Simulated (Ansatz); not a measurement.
**Na (fcc)**

Computed with Ansatz (plane waves, PAW, 420 eV cutoff): PBE, scalar-relativistic, no spin polarisation, Γ-centred 14×14×14 mesh, 0.05 eV Gaussian smearing; PAW files: Ansatz's generated set soft_2.

```
CELL_PARAMETERS angstrom
0.00000 2.64493 2.64493
2.64493 0.00000 2.64493
2.64493 2.64493 0.00000
ATOMIC_POSITIONS crystal
Na 0.00000 0.00000 0.00000
```

At room temperature and ambient pressure Na is bcc.

The cell is relaxed to zero pressure at this level.

Path: Γ–X–U | K–Γ–L–W–X, with Γ = (0.000, 0.000, 0.000), X = (0.500, 0.000, 0.500), U = (0.625, 0.250, 0.625), K = (0.375, 0.375, 0.750), L = (0.500, 0.500, 0.500), W = (0.500, 0.250, 0.750) in reciprocal vectors of the calculation's cell.

**Question.** Is it a metal or an insulator, and if it has a gap, where are the band edges on this path?

**Answer.** A metal: bands cross the Fermi level.

Levels between -5 and 3 eV from the Fermi level at the path's named points:
```tsv
point	below E_F (eV)	above E_F (eV)
Γ	-3.27	
X		1.78 2.33
U and K		2.39 2.44
L		0.57 0.98
W		3.00 3.00
```

The calculation's cell holds 9 valence electrons, an odd number. Without magnetic order each band takes two, so one stays part-filled and the crystal must be a metal.

It took roughly 10 core-seconds on a shared host.
